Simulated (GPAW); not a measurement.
Runs of GPAW 26.7.0 on TiAl3. Symmetry: Pm-3m, No. 221, cubic system. The conventional cell has a = 3.956 Å, b = 3.956 Å, c = 3.956 Å, α = 90.00°, β = 90.00°, γ = 90.00°. Ti (site symmetry m-3m) is surrounded by 12 Al at 2.80 Å. Around Al (site symmetry 4/mmm) lie 4 Ti at 2.80 Å and 8 Al at 2.80 Å. The cell comes from a database or a generator and needn't be the stable form of this composition.

```tsv
task	level	potentials or basis	cell	band path	band points	gap on the mesh (eV)	pressure (GPa)	V0 of scaled cells (Å³/atom)	B0 (GPa)
equation of state	PBEsol	PAW data sets generated in the run's folder for this functional, pw	as given	-	-	-	-	(b)	112
band structure	PBEsol	PAW data sets generated in the run's folder for this functional, pw	as given	GXMGRX,MR	60	-	-0.5	-	-
single point	PBEsol	PAW data sets generated in the run's folder for this functional, pw	as given	-	-	none	-0.5	-	-
single point	PBEsol	PAW data sets generated in the run's folder for this functional, pw	atoms moved at random, drawn with an rms of 0.05 Å	-	-	none	-0.1	-	-
equation of state	LDA	the program's PAW data sets (release 1.2.1) made for this functional, pw	as given	-	-	-	-	15.01	117
band structure	LDA	the program's PAW data sets (release 1.2.1) made for this functional, pw	as given	GXMGRX,MR	60	-	(a)	-	-
```

Alike in all rows: no spin polarisation; k mesh 7 × 7 × 7; cutoff (eV) 600; smearing fermi-dirac 0.05 eV.

**Question.** Estimate the missing entries.

**Answer.** (a) -3.6; (b) 15.45.

A gap of «none» marks a metal or a gap under the smearing width.
